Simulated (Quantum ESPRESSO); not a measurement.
# TiAl3 in Quantum ESPRESSO: the effect of dispersion

Crystal: TiAl3.

```
Ti Al
1.0
    -1.91111    1.91111    4.28067
     1.91111   -1.91111    4.28067
     1.91111    1.91111   -4.28067
Ti Al
1 3
Direct
  0.00000 0.00000 0.00000
  0.25000 0.75000 0.50000
  0.75000 0.25000 0.50000
  0.50000 0.50000 0.00000
```

The cell comes from a database or a generator and needn't be the stable form of this composition.

Alike in all runs:

```yaml
Program: Quantum ESPRESSO 7.5
Task: phonons
Potentials_or_basis: GBRV 1.5 PBE
Cutoff: 612 eV
Density_cutoff: 4898 eV
k_mesh: 7 × 7 × 7
Occupations: cold, width 0.2 eV
Spin: no spin polarisation
```

Each run relaxes the cell or the atoms first.

Problem. One run gave: relaxed volume 15.85 Å³/atom; highest phonon frequency 354 cm⁻¹. Which dispersion did it use?
A. rev-vdW-DF2
B. D2
C. none
D. rVV10
E. D3(BJ) two-body

Solution. D.

```tsv
dispersion	functional	relaxed volume (Å³/atom)	highest phonon frequency (cm⁻¹)
none	PBE	15.91	346
D2	PBE	15.68	348
D3(BJ) two-body	PBE	15.27	366
rVV10	rPW86PBE	15.85	354
rev-vdW-DF2	rev-vdW-DF2	15.76	348
```

Caveats: pairwise dispersion overbinds metals, which lowers pressure and volume (some runs); the potentials were made for another functional, which shifts forces and pressure (some runs).

Not every run made on this cell is shown here.
